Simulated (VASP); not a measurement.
Input of a VASP 6.6.1 run:

Contents of INCAR:

```
PREC = Accurate ; ENCUT = 400
EDIFF = 1E-6 ; ISMEAR = 0
SIGMA = 0.1 ; LREAL = F
LASPH = T ; NELM = 100
ALGO = Fast ; ISIF = 2
LWAVE = F ; LCHARG = F
ICORELEVEL = 1 ; KPAR = 4
```

The input KPOINTS:

```
regular mesh
0
Gamma
  5 5 5
```

POSCAR

```
Au
1.0
    0.0000000000      6.1170000000      6.1170000000
    6.1170000000      0.0000000000      6.1170000000
    6.1170000000      6.1170000000      0.0000000000
Au
27
Direct
    0.0000000000      0.0000000000      0.0000000000
    0.0000000000      0.0000000000      0.3333333333
    0.0000000000      0.0000000000      0.6666666667
    0.0000000000      0.3333333333      0.0000000000
    1.0000000000      0.3333333333      0.3333333333
    0.0000000000      0.3333333333      0.6666666667
    0.0000000000      0.6666666667      0.0000000000
    0.0000000000      0.6666666667      0.3333333333
    1.0000000000      0.6666666667      0.6666666667
    0.3333333333      0.0000000000      0.0000000000
    0.3333333333      1.0000000000      0.3333333333
    0.3333333333      0.0000000000      0.6666666667
    0.3333333333      0.3333333333      0.0000000000
    0.3333333333      0.3333333333      0.3333333333
    0.3333333333      0.3333333333      0.6666666667
    0.3333333333      0.6666666667      0.0000000000
    0.3333333333      0.6666666667      0.3333333333
    0.3333333333      0.6666666667      0.6666666667
    0.6666666667      0.0000000000      0.0000000000
    0.6666666667      0.0000000000      0.3333333333
    0.6666666667      1.0000000000      0.6666666667
    0.6666666667      0.3333333333      0.0000000000
    0.6666666667      0.3333333333      0.3333333333
    0.6666666667      0.3333333333      0.6666666667
    0.6666666667      0.6666666667      0.0000000000
    0.6666666667      0.6666666667      0.3333333333
    0.6666666667      0.6666666667      0.6666666667
```

Potentials or basis: VASP PAW LDA potentials, release 64 (Au).

Launch:

```console
$ cat potpaw_LDA.64/Au/POTCAR > POTCAR
$ mpirun -np 4 vasp_std > vasp.out
```

(1) Predict the band gap on the k mesh.

(2) What does it give for the pressure?

Results:

(1) none (metal or under the smearing width).

(2) -3.7 GPa.
